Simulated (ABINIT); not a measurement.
V:

```
V
1.0
    -1.51435    1.51435    1.51435
     1.51435   -1.51435    1.51435
     1.51435    1.51435   -1.51435
V
1
Direct
  0.00000 0.00000 0.00000
```

Base run:

```yaml
Program: ABINIT 10.8.3 (patched build)
Functional: PBEsol
Potentials_or_basis: JTH PAW PBE v2.0
Cutoff: 408 eV
k_mesh: 12 × 12 × 12
Occupations: fermi-dirac, width 0.05 eV
Spin: collinear spin, ferromagnetic start
Starting_moments: "[2.0] μB"
```

Its results: band gap on the k mesh none (metal or under the smearing width); pressure -11.3 GPa; net moment 0.00 μB per cell.

The run is repeated on the same cell with these changes: functional from PBEsol to BLYP. What comes out?

Band gap on the k mesh none (metal or under the smearing width); pressure -0.1 GPa; net moment 0.00 μB per cell.

BLYP binds less tightly than PBEsol, so the same cell stands under more pressure.

Caveats: the PAW data sets were made with another functional, which shifts forces and pressure a little.
